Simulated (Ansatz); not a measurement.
# Where the states of Sb lie

```
Sb
1.0
     3.16000    0.00000    0.00000
     0.00000    3.16000    0.00000
     0.00000    0.00000    3.16000
Sb
1
Direct
  0.00000 0.00000 0.00000
```

The cell is COD entry 9013008, as deposited and not checked against the literature; nothing was relaxed.

No spin–orbit coupling, which matters for the heavy atoms here.

Method: Ansatz 0.2.0, DFT, PBE, all-electron LAPW, scalar-relativistic.

Numerical set-up: a Γ-centred 12×12×12 k mesh, Fermi–Dirac smearing of 0.08 eV, basis error target 1 meV/atom, no spin polarisation.

States per eV and cell, averaged over 0.6 eV, from -5.8 to 3.6 eV, with energies (bin centres) from the Fermi level; empty bins are left out. 

```tsv
E (eV)	total
-5.6	0.03
-5.0	0.12
-4.4	0.33
-3.8	0.52
-3.2	0.80
-2.6	0.80
-2.0	0.75
-1.4	0.69
-0.8	0.58
-0.2	0.56
0.4	0.53
1.0	0.53
1.6	0.52
2.2	0.57
2.8	0.72
3.4	0.79
```
